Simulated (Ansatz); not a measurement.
Total energies of tert-butanol (`CC(C)(C)O`).

Z-matrix (Å, degrees):
```
C
C 1 1.523
H 1 1.093 2 111.3
H 1 1.092 2 110.2 3 120.5
H 1 1.095 2 110.7 3 -119.7
C 2 1.517 1 110.7 3 -61.9
C 2 1.523 1 110.7 3 61.3
O 2 1.426 1 109.7 3 -177.5
H 6 1.092 2 110.2 1 -178.1
H 6 1.092 2 110.2 1 -58.7
H 6 1.092 2 110.8 1 61.6
H 7 1.093 2 111.3 1 -61.3
H 7 1.092 2 110.2 1 178.2
H 7 1.095 2 110.7 1 58.4
H 8 0.961 2 108.1 1 -60.8
```

Total charge 0; spin multiplicity 1. All single points use the PBE0-D4/def2-TZVP geometry. It is one conformer, not always the lowest. Basis def2-TZVPP, Ansatz 0.2.0.

```tsv
functional	energy without D4 (Eh)	D4 term (kJ/mol)
PBE	-233.45841	-26.8
revPBE	-233.68900	-94.4
BLYP	-233.65335	-60.2
r2SCAN	-233.63077	-6.9
PBE0	-233.49094	-22.3
r2SCAN0	-233.60857	-7.8
HSE06 (plane-wave form)	-233.47724	-20.5
BHLYP	-233.62725	-28.4
CAM-B3LYP	-233.65189	-22.1
LC-ωPBE	-233.63487	–
ωB97X-V	-233.70171	–
ωB97M-V	-233.64992	–
B2PLYP	-233.56439	–
PBE-QIDH	-233.46357	–
```

Q: Give the same for LDA (SPW92), B97M-V, B3LYP, r2SCANh. (Best estimate.)

A: The calculation gave: 
```
 functional  energy without D4 (Eh)  D4 term (kJ/mol)
LDA (SPW92)              -231.71831                 –
     B97M-V              -233.75175                 –
      B3LYP              -233.77895             -42.4
    r2SCANh              -233.62149              -7.1
```

B3LYP takes the VWN-RPA correlation (the form of Gaussian; ORCA's B3LYP/G). HSE06 is the plane-wave form, built on full-range PBE exchange. The double hybrids freeze the cores in their second-order part.

LC-ωPBE has ω = 0.4 bohr⁻¹.
